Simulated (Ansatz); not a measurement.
# TiO2: the cost of one run

The runs shown are made with Ansatz 0.2.0. PAW datasets, plane waves. No spin polarisation and no zero-point or thermal motion.

## 1. The structure to begin with

The unstrained cell was relaxed with r2SCAN; in each strained cell the atoms were relaxed again with r2SCAN. Names of k-points are those of the unstrained zone, where strain can split equivalent points. First state: no strain.

It is tetragonal, I4_1/amd (No. 141); conventional cell a = 3.778 Å, c = 9.584 Å, 11.40 Å³ an atom. Near Ti stand 6 O at 1.93–1.99 Å; near O stand 3 Ti at 1.93–1.99 Å.

As a file:

```cif
data_structure
_symmetry_space_group_name_H-M 'I4_1/amd:1'
_symmetry_Int_Tables_number 141
_cell_length_a 3.7778
_cell_length_b 3.7778
_cell_length_c 9.5842
_cell_angle_alpha 90.000
_cell_angle_beta 90.000
_cell_angle_gamma 90.000
_cell_volume 136.78
loop_
_atom_site_label
_atom_site_type_symbol
_atom_site_symmetry_multiplicity
_atom_site_Wyckoff_symbol
_atom_site_fract_x
_atom_site_fract_y
_atom_site_fract_z
_atom_site_occupancy
Ti1 Ti 4 a 0.00000 0.50000 0.25000 1
O1 O 8 e 0.00000 0.50000 0.45725 1
```

## 2. No strain: PBE

File input.yaml:

```yaml
crystal:
  lattice:
    - [2.6712058821, -2.6712807144, -0.0199768312]
    - [2.6712058821, 2.6712807144, -0.0199768312]
    - [-2.6352899207, 0.0, 4.8119333394]
  atoms:
    - { symbol: Ti, position: [0.1250075053, 0.8749924947, 0.25] }
    - { symbol: Ti, position: [0.8749924947, 0.1250075053, 0.75] }
    - { symbol: O, position: [0.3322533902, 0.0822599383, 0.6645088197] }
    - { symbol: O, position: [0.6677466098, 0.9177400617, 0.3354911803] }
    - { symbol: O, position: [0.9177400617, 0.6677466098, 0.8354911803] }
    - { symbol: O, position: [0.0822599383, 0.3322533902, 0.1645088197] }
kpoints:
  mp_grid: { grid: [8, 8, 8] }
  band_path:
    path:
      - [0.0, 0.0, 0.0]
      - [0.5, 0.4999999749, -0.4999852153]
      - [0.5, 0.4999999749, -0.2499852153]
      - [0.5, -2.51e-08, 7.3986e-06]
      - [0.0, 0.0, 0.4999999999]
      - [0.422316477, -2.12e-08, 0.2888480106]
      - [0.577683523, -2.9e-08, -0.2888332133]
      - [0.577683523, 0.422316448, -0.4999852133]
      - [0.422316477, 0.4223164558, 0.0776960106]
      - [0.0, 0.0, 0.3]
      - [0.4375, -0.4375, 0.0]
    npoints: 1
hamiltonian:
  xc: pbe
scf:
  occupations: { method: fermi_dirac, width: 0.02 }
  n_extra_bands: 5
output:
  forces: true
  stress: true
  eigenvalues: true
```

The run is started by

```bash
$ ansatz run input.yaml --threads 4 --pin off --max-ram 4608MiB --backend cpu --events-out ev --progress --plain --runs-dir out
```

Q: Estimate wall time and peak memory on 4 threads of Arm Neoverse V2, shared host.

About 4.6 s, with a peak of 0.51 GiB.
